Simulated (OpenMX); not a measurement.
The system is GaAs.

```
Ga As
1.0
     3.81014    0.00000    0.00000
     0.00000    3.81014    0.00000
     0.00000    0.00000    2.73891
Ga As
1 1
Direct
  0.50000 0.50000 0.50000
  0.00000 0.00000 0.50000
```

The cell was built by a generator and needn't be a form met in nature.

Base run:

* Program: OpenMX 3.8.5
* Functional: PBE
* Dispersion: D3
* Potentials or basis: OpenMX 2013 PBE set, Ga7.0-s3p2d2, As7.0-s3p2d2, grid cutoff 500 Ry
* k mesh: 5 × 5 × 7
* Occupations: fermi-dirac, width 0.05 eV
* Spin: no spin polarisation

Its results: band gap on the k mesh none (metal or under the smearing width); pressure 0.3 GPa.

Q: The run is repeated on the same cell with these changes: dispersion from D3 to none. What comes out?

A: Band gap on the k mesh none (metal or under the smearing width); pressure 1.6 GPa.

Dispersion adds attraction, which lowers the pressure at fixed volume and, as a term added to the energy, leaves the levels alone.

Caveats: the basis of atomic orbitals isn't converged, which shifts pressures, moduli and gaps; pairwise dispersion overbinds metals, which lowers pressure and volume (some runs).
